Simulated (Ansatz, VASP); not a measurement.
**One calculation of Zr, two programs**

The input INCAR:

```
SYSTEM = Zr
ALGO = Normal
EDIFF = 1E-6
ENCUT = 520
GGA = PE
ISIF = 2
ISMEAR = -1
LASPH = .True.
LCHARG = .False.
LREAL = .False.
LWAVE = .False.
NBANDS = 12
NELM = 100
PREC = Accurate
SIGMA = 0.1
```

KPOINTS

```
k-points
0
Gamma
  14 14 14
  0 0 0
```

File POSCAR:

```
Zr
1.0
   -1.7653518264      1.7653518264      1.7653518264
    1.7653518264     -1.7653518264      1.7653518264
    1.7653518264      1.7653518264     -1.7653518264
Zr
1
Direct
    0.0000000000      0.0000000000      0.0000000000
```

Input for Ansatz:

```yaml
crystal:
  lattice:
    - [-1.7653518264, 1.7653518264, 1.7653518264]
    - [1.7653518264, -1.7653518264, 1.7653518264]
    - [1.7653518264, 1.7653518264, -1.7653518264]
  atoms:
    - { symbol: Zr, position: [0.0, 0.0, 0.0] }
hamiltonian:
  xc: pbe
  pseudopotentials:
    kind: paw
    azcp:
      Zr: "pseudopotentials/Zr.paw.azcp"
basis:
  ecutwfc: 420
  fft_grid_basis: typed
kpoints:
  mp_grid: { grid: [14, 14, 14], shift: [0, 0, 0] }
magnetization:
  spin_polarized: false
scf:
  occupations: { method: fermi_dirac, width: 0.1 }
  lower_state_search: "off"
output:
  stress: true
```

Alike in both runs: task single point; functional PBE; k mesh 14 × 14 × 14; occupations fermi-dirac, width 0.1 eV; no spin polarisation.

|  | VASP | Ansatz |
| --- | --- | --- |
| version | VASP 6.6.1 | Ansatz 0.2.0 |
| potentials or method | VASP PAW PBE potentials, release 64 (Zr_sv) | plane waves (420 eV) with PAW, scalar-relativistic |
| plane-wave cutoff (eV) | 520 | 420 |
| valence electrons in the cell | 12 | 12 |

```tsv
	VASP	Ansatz	Ansatz less VASP
pressure (GPa)	3.7	3.6	-0.04
```

With one functional, cell and mesh, what is left measures potentials, basis and numerics.
